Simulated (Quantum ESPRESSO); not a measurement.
Crystal: Nb.

```
Nb
1.0
    -1.66395    1.66395    1.66395
     1.66395   -1.66395    1.66395
     1.66395    1.66395   -1.66395
Nb
1
Cartesian
  0.0000 0.0000 0.0000
```

Base run:

| Item | Value |
| --- | --- |
| Program | Quantum ESPRESSO 7.5 |
| Functional | revPBE |
| Potentials or basis | SG15 PBE 1.2 |
| Cutoff | 952 eV |
| Density cutoff | 3810 eV |
| k mesh | 11 × 11 × 11 |
| Occupations | fermi-dirac, width 0.05 eV |
| Spin | no spin polarisation |

Its results: band gap on the k mesh none (metal or under the smearing width); pressure -0.3 GPa.

After a change of settings the same cell gave: band gap on the k mesh none (metal or under the smearing width); pressure -2.2 GPa. Which change was it?
A. functional from revPBE to PBEsol
B. functional from revPBE to r2SCAN; k mesh from 11 × 11 × 11 to 8 × 8 × 8
C. functional from revPBE to PBE
D. functional from revPBE to AM05

C.

PBE binds more tightly than revPBE, so the same cell stands under less pressure.

Caveats: the potentials were made for another functional, which shifts forces and pressure (some runs).
